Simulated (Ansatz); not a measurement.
**Si: energy and stress against strain**

The task, for Si: see how energy and stress answer to the strain pattern (1, 1, 0, 0, 0, 0).

Computed with Ansatz 0.2.0 (DFT r2SCAN, scalar-relativistic, plane waves, PAW, unless a step's input says otherwise).

1 further run of the same task is left out (set aside as unsound or not needed).

### Step 1. The starting structure

The structure is hexagonal, space group P6_3/mmc (No. 194). Conventional cell: a = 3.832 Å, b = 3.832 Å, c = 6.342 Å, α = 90.00°, β = 90.00°, γ = 120.00°. Si (site symmetry 3m) is surrounded by 4 Si at 2.35 to 2.37 Å.

Coordinates:

```
Si
1.0
     3.83191    0.00000    0.00000
    -1.91595    3.31853    0.00000
     0.00000    0.00000    6.34182
Si
4
Direct
  0.33333 0.66667 0.06309
  0.66667 0.33333 0.56309
  0.33333 0.66667 0.43691
  0.66667 0.33333 0.93691
```

It goes back to an entry of the Materials Project, which need not be the stable form.

It is the result of an earlier relaxation at this level (volume 20.16 Å³/atom; gap on the mesh: 0.61 eV).

### Step 2. The reference: the undisturbed cell on the scan's mesh

input.yaml reads:

```yaml
crystal:
  lattice:
    - [3.8319083599, 0.0, 0.0]
    - [-1.91595418, 3.3185299846, 0.0]
    - [0.0, 0.0, 6.3418199217]
  atoms:
    - { symbol: Si, position: [0.3333333333, 0.6666666667, 0.0630908784] }
    - { symbol: Si, position: [0.6666666667, 0.3333333333, 0.5630908784] }
    - { symbol: Si, position: [0.3333333333, 0.6666666667, 0.4369091216] }
    - { symbol: Si, position: [0.6666666667, 0.3333333333, 0.9369091216] }
basis:
  ecutwfc: 500
kpoints:
  mp_grid: { grid: [12, 12, 4] }
hamiltonian:
  xc: r2scan
scf:
  occupations: { method: gaussian, width: 0.05 }
output:
  forces: true
  stress: true
  eigenvalues: true
```

On the command line:

```sh
$ ansatz run input.yaml --threads 1 --pin off --max-ram 2560MiB --backend cpu --events-out ev --progress --plain --runs-dir out
```

### Step 3. Setting up energy and stress against strain

The cell is strained by ε times the Voigt pattern (1, 1, 0, 0, 0, 0) (xx, yy, zz, yz, xz, xy; engineering shear), with fractional coordinates fixed (clamped ions). The stress on the pattern is the sum of the stress components weighted by it, tension positive.

### Step 4. At ε = -0.0600

Changes to input.yaml since step 2:

```diff
@@ -2,4 +2,4 @@
   lattice:
-    - [3.8319083599, 0.0, 0.0]
-    - [-1.91595418, 3.3185299846, 0.0]
+    - [3.6019938583, 0.0, 0.0]
+    - [-1.8009969292, 3.1194181855, 0.0]
     - [0.0, 0.0, 6.3418199217]
@@ -22 +22,5 @@
   eigenvalues: true
+  write_density: true
+  write_potential: true
+  elf: true
+  volumetric_format: npy
```

### Step 5. ε = 0.0450

Changes to input.yaml since step 4:

```diff
@@ -2,4 +2,4 @@
   lattice:
-    - [3.6019938583, 0.0, 0.0]
-    - [-1.8009969292, 3.1194181855, 0.0]
+    - [4.0043442361, 0.0, 0.0]
+    - [-2.0021721181, 3.4678638339, 0.0]
     - [0.0, 0.0, 6.3418199217]
@@ -22,5 +22 @@
   eigenvalues: true
-  write_density: true
-  write_potential: true
-  elf: true
-  volumetric_format: npy
```

### Step 6. At ε = -0.0300

Changes to input.yaml since step 5:

```diff
@@ -2,4 +2,4 @@
   lattice:
-    - [4.0043442361, 0.0, 0.0]
-    - [-2.0021721181, 3.4678638339, 0.0]
+    - [3.7169511091, 0.0, 0.0]
+    - [-1.8584755546, 3.2189740851, 0.0]
     - [0.0, 0.0, 6.3418199217]
```

### Step 7. Point ε = 0.0150

Changes to input.yaml since step 6:

```diff
@@ -2,4 +2,4 @@
   lattice:
-    - [3.7169511091, 0.0, 0.0]
-    - [-1.8584755546, 3.2189740851, 0.0]
+    - [3.8893869853, 0.0, 0.0]
+    - [-1.9446934927, 3.3683079344, 0.0]
     - [0.0, 0.0, 6.3418199217]
```

### Step 8. Point ε = 0.0600

Changes to input.yaml since step 7:

```diff
@@ -2,4 +2,4 @@
   lattice:
-    - [3.8893869853, 0.0, 0.0]
-    - [-1.9446934927, 3.3683079344, 0.0]
+    - [4.0618228615, 0.0, 0.0]
+    - [-2.0309114308, 3.5176417837, 0.0]
     - [0.0, 0.0, 6.3418199217]
@@ -22 +22,5 @@
   eigenvalues: true
+  write_density: true
+  write_potential: true
+  elf: true
+  volumetric_format: npy
```

### Step 9. Point ε = -0.0450

Changes to input.yaml since step 8:

```diff
@@ -2,4 +2,4 @@
   lattice:
-    - [4.0618228615, 0.0, 0.0]
-    - [-2.0309114308, 3.5176417837, 0.0]
+    - [3.6594724837, 0.0, 0.0]
+    - [-1.8297362419, 3.1691961353, 0.0]
     - [0.0, 0.0, 6.3418199217]
@@ -22,5 +22 @@
   eigenvalues: true
-  write_density: true
-  write_potential: true
-  elf: true
-  volumetric_format: npy
```

### Step 10. At ε = 0.0300

Changes to input.yaml since step 9:

```diff
@@ -2,4 +2,4 @@
   lattice:
-    - [3.6594724837, 0.0, 0.0]
-    - [-1.8297362419, 3.1691961353, 0.0]
+    - [3.9468656107, 0.0, 0.0]
+    - [-1.9734328054, 3.4180858841, 0.0]
     - [0.0, 0.0, 6.3418199217]
```

### Step 11. At ε = -0.0150

Changes to input.yaml since step 10:

```diff
@@ -2,4 +2,4 @@
   lattice:
-    - [3.9468656107, 0.0, 0.0]
-    - [-1.9734328054, 3.4180858841, 0.0]
+    - [3.7744297345, 0.0, 0.0]
+    - [-1.8872148673, 3.2687520348, 0.0]
     - [0.0, 0.0, 6.3418199217]
```

### Step 12. Point ε = 0.0525

Changes to input.yaml since step 11:

```diff
@@ -2,4 +2,4 @@
   lattice:
-    - [3.7744297345, 0.0, 0.0]
-    - [-1.8872148673, 3.2687520348, 0.0]
+    - [4.0330835488, 0.0, 0.0]
+    - [-2.0165417744, 3.4927528088, 0.0]
     - [0.0, 0.0, 6.3418199217]
```

(Steps that only read results are left out.)

Q: Predict the outcome of this session. Wanted: slope of the stress at ε = 0, over ±0.0150.

As calculated:

| quantity | value |
| --- | --- |
| slope of the stress at ε = 0, over ±0.0150 | 542 GPa |

In words: The slope of the stress at zero strain, 542 GPa, estimates C11 + C22 + 2 C12 with clamped ions in this Cartesian frame; letting the atoms relax could not make it stiffer. The undisturbed cell stays the lowest of the sampled points. Compression costs more than tension: 145.0 against 103.4 meV/atom at the ends. The gap on the mesh stays between 0.39 and 0.61 eV.
